**Q:** All ten rows describe the same metal. Which is the stiffest, which is the softest, and does the stiffest functional really make stiffer bonds?

Bulk modulus of fcc rhodium from Kohn-Sham DFT without spin polarization or spin-orbit coupling, with Fermi-Dirac smearing of 0.05 eV. Each modulus comes from a fit to energies at seven volumes between 12.85 and 14.49 Å³ per atom and applies at the fitted rest volume. The measured reference is 264 GPa, from ultrasound on a bulk crystal (pmc:11535440).

| program | functional | how the value is got | potentials or basis | wave cutoff (eV) | k-mesh | computed bulk modulus (GPa) | computed over measured, less one (%) |
| --- | --- | --- | --- | --- | --- | --- | --- |
| JDFTx 1.7.0 (patched build) (1) | RPBE | fit, rest volume 14.31 Å³/atom | PseudoDojo SR PBE 0.5 standard | 1197 | 12x12x12 | 236.3 | -10.5 |
| JDFTx 1.7.0 (patched build) (2) | PBE | fit, rest volume 14.06 Å³/atom | PseudoDojo SR PBE 0.5 standard | 1197 | 12x12x12 | 257.4 | -2.5 |
| ABINIT 10.8.3 (1) | PBE+D2 | fit, rest volume 13.49 Å³/atom | JTH PAW PBE v2.0 | 435 | 12x12x12 | 265.9 | 0.7 |
| ABINIT 10.8.3 (2) | BLYP+D3(BJ) | fit, rest volume 13.84 Å³/atom | JTH PAW PBE v2.0 | 544 | 12x12x12 | 271.5 | 2.8 |
| ABINIT 10.8.3 (3) | PBE+D4 | fit, rest volume 13.59 Å³/atom | JTH PAW PBE v2.0 | 435 | 12x12x12 | 282.8 | 7.1 |
| ABINIT 10.8.3 (4) | PBE+D3 | fit, rest volume 13.63 Å³/atom | JTH PAW PBE v2.0 | 544 | 12x12x12 | 285.5 | 8.1 |
| ABINIT 10.8.3 (5) | PW91+D4 | fit, rest volume 13.72 Å³/atom | JTH PAW PBE v2.0 | 544 | 12x12x12 | 286.7 | 8.6 |
| ABINIT 10.8.3 (6) | RPBE+D4 | fit, rest volume 13.39 Å³/atom | JTH PAW PBE v2.0 | 544 | 12x12x12 | 295.5 | 11.9 |
| GPAW 26.7.0 | PBEsol+D3 | fit, rest volume 13.29 Å³/atom | PAW data sets made by gpaw setup for the functional | 600 | 12x12x12 | 309.6 | 17.3 |
| ABINIT 10.8.3 (7) | BP86+D3(BJ) | fit, rest volume 13.23 Å³/atom | JTH PAW PBE v2.0 | 544 | 12x12x12 | 310.2 | 17.5 |

**A:** BP86+D3(BJ) gives the highest bulk modulus, 310 GPa, and RPBE the lowest, 236 GPa. These two rows also have the smallest and the largest rest volume, the volume at which the energy is lowest. Each modulus was taken at its own row's rest volume, so the column compares crystals of different density. A squeezed metal resists further squeezing more strongly, and a functional can therefore look stiff merely because it packs the atoms closer.

**Q:** How do I separate packing from real stiffness?

**A:** Start from a limiting case. Suppose that changing the functional adds only a constant pressure, which means an energy that is linear in the volume $V$. Such a term moves the rest volume but leaves the curvature of the energy at any fixed volume as it was. The modulus $B$ then slides along one common curve, with $dB/B=-B'\,dV/V$, where $B'$ is the increase of $B$ per unit of pressure. With $B'$ near 5, one percent more volume costs about five percent of the modulus.

PBE and RPBE in JDFTx come close to this limit. At their own rest volumes they differ by 21 GPa. When both fitted energy curves are evaluated at the given cell of 13.67 Å³ per atom, the difference shrinks to 3 GPa and changes sign. The apparent softness of RPBE thus comes entirely from its larger volume.

**Q:** Do the rows with a dispersion correction fall on that common curve too?

**A:** They don't. At the given cell the eight dispersion rows lie between 246 and 291 GPa, below PBE and RPBE, which lie at 297 and 300 GPa. BP86+D3(BJ), the stiffest row of the table, drops to 266 GPa there. These rows owe their high moduli to contraction, and at equal volume they are the softer ones. Part of that difference may come from the program and the potentials, since both plain rows were computed with JDFTx and none of the others were.

Theory says why an added attraction should act in this way. Take the limit of an undamped attraction between atoms that falls off as $r^{-6}$ with their distance $r$. Since $V$ grows as $r^3$, its energy is $E_d=-A/V^2$, with $A$ a positive constant. It compresses the crystal with $P_d=dE_d/dV=2A/V^3$. It also adds a direct part to the modulus, $B_d=V\,d^2E_d/dV^2=-6A/V^3=-3P_d$, which is negative because the energy bends downwards.

Compression raises the modulus by $B'P_d$, so the net change is roughly $(B'-3)P_d$. With $B'$ near 5 the squeeze wins, but more than half of its gain is lost again.

**Q:** Can you put numbers on this for one row?

**A:** The GPAW row, PBEsol+D3, allows it because its D3 energies are known at each volume. At the given cell D3 compresses the crystal by 6.67 GPa and contributes $-16.3$ GPa directly to the modulus. The direct part is about 2.4 times the compression, somewhat less than the undamped limit of 3. With $B'=5.18$ from the fitted energy curve of this row, the estimate reads

$$\Delta B\approx 5.18\times 6.67\ \text{GPa}-16.3\ \text{GPa}\approx 18\ \text{GPa}.$$

Removing the D3 energies and locating the new minimum gives a modulus of 291 GPa instead of 310 GPa, a change of 19 GPa. The two results agree, although both use the energies of the same row; this confirms the bookkeeping of the two effects, not the accuracy of D3. Without D3 the rest volume is 13.6 Å³ instead of 13.29 Å³. For this row, each percent of contraction caused by dispersion thus raises the modulus by nearly three percent, where pure squeezing would give about five.

**Q:** Does the same reasoning work for the other dispersion rows?

**A:** It works to about 10 GPa, for moduli that span 44 GPa. The model reads the PBE curve at each row's rest volume and subtracts a direct softening in proportion to the compression, with the ratio taken from the GPAW row. No parameter was adjusted to the moduli of the dispersion rows. Squeezing alone misses them by 31 GPa (root mean square), and the softening term brings this down to 10 GPa; the printed output shows the rows one by one.

The model treats every contraction relative to PBE as the work of dispersion, and here it is crude. PBEsol, for instance, prefers a denser crystal than PBE even after D3 has been removed. The better agreement therefore supports the picture of squeeze and softening, but it doesn't fix the share of dispersion in each row. The worst case is PBE+D2, which the model makes 23 GPa too stiff.

**Q:** What is special about D2?

**A:** Compare it with PBE+D4, which uses the same program, potentials and wave cutoff. PBE+D2 has the smaller rest volume and yet the lower modulus, by 17 GPa. At the given cell the gap widens to 28 GPa, far beyond the scatter of the fits. The numerical noise of the two rows isn't the same, so they aren't identical apart from dispersion. Still, a gap of this size makes it very likely that the D2 energy bends downwards more strongly than that of D4.

One likely contribution comes from damping, the factor that switches the attraction off at short distance. Think of a pair of atoms close enough for its attraction to be almost fully switched off. As the crystal expands, the attraction switches on and the pair energy falls faster and faster, which is a strong downward bend. In D2 the nearest neighbours of rhodium probably sit in this range. More distant atoms, whose attraction is almost fully switched on, bend the energy downwards as well, and the calculations here don't show how much each shell of neighbours contributes.

**Q:** PBE+D2 is only 0.7 % above the measured modulus. Should I use it, and which digits can I trust?

**A:** That figure is no reason to choose it. PBE+D2 combines an unusually soft energy curve with a contracted crystal, and the two deviations happen to meet near the measured value. Plain PBE has a similar problem: it lies 2.5 % below the measurement at its own rest volume, but 13 % above it at the given cell, whose volume is close to the measured one. A good modulus at a wrong volume is a cancellation of errors, so check the rest volume before you credit the functional. Pairwise corrections such as D2 also neglect most of the screening by the conduction electrons, and can therefore bind a metal too tightly.

As for the digits, the scatter of the energies leaves an uncertainty of a few GPa in the moduli of the noisiest rows. Where pressures offer a second route to the modulus at the given cell, the two routes differ by up to 4 GPa. The order of PBE+D4, PBE+D3 and PW91+D4, which span 283 to 287 GPa, is therefore not settled. The reference is a single measurement on a crystal with thermal and zero-point motion, which usually softens a metal by a few percent, so a perfect static calculation should come out slightly above it.

**Q:** Then how much of the spread comes from the programs and how much from the functionals?

**A:** The GPAW row shows how far the separation can go. At the given cell it has a modulus of 267 GPa; taking out the direct part of D3 gives $267+16=283$ GPa. PBE in JDFTx has 297 GPa at the same volume. About half of the original gap of 30 GPa is thus dispersion, and the other 14 GPa are shared between the functional, the atomic data sets and the program.

Running plain PBE in GPAW on the same seven volumes would split that remainder. If its modulus at the given cell matched the one from JDFTx, the 14 GPa would belong to PBEsol; if it didn't, part of what looks like an effect of the functional would come from the potentials or the program. Which of the two holds for rhodium is still open.

The analysis program printed:

```
Bulk moduli in GPa and rest volumes in A^3 per atom:
                              row  at own rest volume  rest volume  at the given cell  PBE curve at this rest volume  PBE curve less direct softening  miss of the last model  rough noise of the fit
  JDFTx 1.7.0 (patched build) (1)               236.3        14.32              300.2                          234.2                            234.2                  -2.066                  0.1401
  JDFTx 1.7.0 (patched build) (2)               257.4        14.06              297.3                          257.4                            257.4                       0                 0.07132
                ABINIT 10.8.3 (1)               265.9        13.49              245.8                          317.8                            288.8                   22.85                   2.602
                ABINIT 10.8.3 (2)               271.5        13.84              286.6                          279.8                            269.2                   -2.31                  0.3677
                ABINIT 10.8.3 (3)               282.8        13.59              273.6                          306.3                            282.9                  0.0849                   1.927
                ABINIT 10.8.3 (4)               285.5        13.63              281.5                          302.1                            280.7                  -4.788                   0.369
                ABINIT 10.8.3 (5)               286.7        13.72              290.7                          292.2                            275.6                   -11.1                   1.675
                ABINIT 10.8.3 (6)               295.5        13.39              271.5                          330.1                              295                 -0.5414                   1.592
                      GPAW 26.7.0               309.6        13.29                267                          341.8                            300.8                   -8.77                 0.07502
                ABINIT 10.8.3 (7)               310.2        13.23              265.8                          350.1                              305                  -5.248                  0.4309
Spread of the moduli at own rest volumes, GPa: 73.9
Spread of the moduli at the given cell, GPa: 54.45
PBE less RPBE (both JDFTx) at own rest volumes, GPa: 21.1
PBE less RPBE (both JDFTx) at the given cell, GPa: -2.894
PBE at the given cell over measured, less one, %: 12.63
PBE+D2 less PBE+D4 at own rest volumes, GPa: -16.9
PBE+D2 less PBE+D4 at the given cell, GPa: -27.86
GPAW row, compression by D3 at the given cell, GPa: 6.668
GPAW row, direct part of D3 in the modulus at the given cell, GPa: -16.31
GPAW row, estimated net change of the modulus by D3 (B' times compression plus direct part), GPa: 18.24
GPAW row with D3 energies removed, rest volume, A^3 per atom: 13.6
GPAW row with D3 energies removed, modulus at that rest volume, GPa: 291
GPAW row, change of the modulus by D3 from the energies, GPa: 18.6
Rms miss of the PBE curve on the dispersion rows, GPa: 30.51
Rms miss of the PBE curve less direct softening on the dispersion rows, GPa: 9.864
Largest gap between moduli from pressures and from energies at the given cell (five rows), GPa: 3.866
```
